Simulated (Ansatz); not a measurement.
Is this CuNi4 structure stable?

The structure comes from a generated guess, relaxed at this level; another structure or a mixture of phases may lie lower.

The calculation used DFT PBE, scalar-relativistic, plane waves, PAW in Ansatz. Settings of the last relaxation (5-atom cell): 420 eV, 12×12×12 k points, Gaussian smearing of 0.10 eV, no spin polarisation.

```cif
data_structure
_symmetry_space_group_name_H-M 'I4/m'
_symmetry_Int_Tables_number 87
_cell_length_a 5.5929
_cell_length_b 5.5929
_cell_length_c 3.5258
_cell_angle_alpha 90.000
_cell_angle_beta 90.000
_cell_angle_gamma 90.000
_cell_volume 110.29
loop_
_atom_site_label
_atom_site_type_symbol
_atom_site_symmetry_multiplicity
_atom_site_Wyckoff_symbol
_atom_site_fract_x
_atom_site_fract_y
_atom_site_fract_z
_atom_site_occupancy
Cu1 Cu 2 a 0.00000 0.00000 0.00000 1
Ni1 Ni 8 h 0.19804 0.39971 0.00000 1
```

Energies over the elements count from the elements' standard structures at the same level, with no fitted energy shifts.

**Question.** These tests were run: energy against the elements; random kick, then relaxation without symmetry; phonons at Γ; elastic tensor. What do they show?

**Answer.**

```
                                         test                        result
                  energy against the elements                 +0.06 eV/atom
random kick, then relaxation without symmetry                       returns
                                 phonons at Γ  lowest optical mode 183 cm⁻¹
                               elastic tensor       least eigenvalue 61 GPa
```

It fails one test: energy against the elements. It may still be a metastable minimum.

Trial moments died out on the coarse mesh, so the last step has no spin; another magnetic start might hold. The kick test ran on a coarse mesh. The run for the phonons used a 12×12×12 k mesh and Fermi–Dirac smearing of 0.15 eV. The run for the elastic tensor used a 12×12×12 k mesh and Fermi–Dirac smearing of 0.15 eV.
